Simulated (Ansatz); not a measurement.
CdSe (Cadmoselite):

```
CELL_PARAMETERS angstrom
4.30000 0.00000 0.00000
-2.15000 3.72391 0.00000
0.00000 0.00000 7.02000
ATOMIC_POSITIONS crystal
Cd 0.66667 0.33333 0.50000
Cd 0.33333 0.66667 0.00000
Se 0.66667 0.33333 0.88500
Se 0.33333 0.66667 0.38500
```

Base run:

| Quantity | Value |
| --- | --- |
| Program | Ansatz 0.2.0 |
| Functional | RPBE |
| Potentials or basis | Ansatz PAW |
| Cutoff | 420 eV (not typed: the program's choice for these potentials) |
| k mesh | 7 × 7 × 4 |
| Occupations | fermi-dirac, width 0.05 eV |
| Spin | no spin polarisation |

Its results: band gap on the k mesh 0.88 eV, direct; pressure 5.0 GPa; largest force 0.287 eV/Å.

After a change of settings the same cell gave: band gap on the k mesh 1.20 eV, direct; pressure 1.6 GPa; largest force 0.278 eV/Å. Which change was it?
A. functional from RPBE to PBEsol
B. functional from RPBE to PBE; dispersion from none to D3(BJ)
C. functional from RPBE to PBE; occupations from fermi-dirac, width 0.05 eV to gaussian, width 0.012 eV
D. functional from RPBE to r2SCAN; cutoff from 420 eV (not typed: the program's choice for these potentials) to 500 eV (not typed: the program's choice for these potentials)

D.

r2SCAN gives the wider gap, since meta-GGAs in the generalised Kohn-Sham scheme recover part of the derivative discontinuity.

Caveats: the PAW data sets come from PBE, with cores solved anew for the run's functional, which leaves a small shift of forces and pressure.
